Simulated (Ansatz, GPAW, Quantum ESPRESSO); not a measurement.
Al2Au: programs and potentials compared

```xyz
3
Lattice="0.0000 3.0000 3.0000 3.0000 0.0000 3.0000 3.0000 3.0000 0.0000" Properties=species:S:1:pos:R:3 pbc="T T T"
Au    0.0000    0.0000    0.0000
Al    4.5000    4.5000    4.5000
Al    1.5000    1.5000    1.5000
```

Alike in all runs: task band structure; functional PBEsol; k mesh 8 × 8 × 8; occupations fermi-dirac, width 0.05 eV; no spin polarisation; no spin-orbit coupling. Pressure is positive in compression and, in plane waves, holds the error of the finite cutoff.

```csv
program and potentials,plane-wave cutoff (eV),notes,pressure (GPa)
"Ansatz, all-electron LAPW, scalar-relativistic",-,-,0.05
"GPAW, PAW data sets generated for this functional",600,5.67 valence electrons an atom on average; this data set often lies off other programs,0.46
"Quantum ESPRESSO, PseudoDojo 0.4.1 SR PBEsol standard",1034,8.33 valence electrons an atom on average,?
```

Problem. Estimate from the other rows what the run with Quantum ESPRESSO, PseudoDojo 0.4.1 SR PBEsol standard gave.

Solution. Pressure -0.07 GPa. The other rows, which needn't bracket it: pressure 0.05 to 0.46.
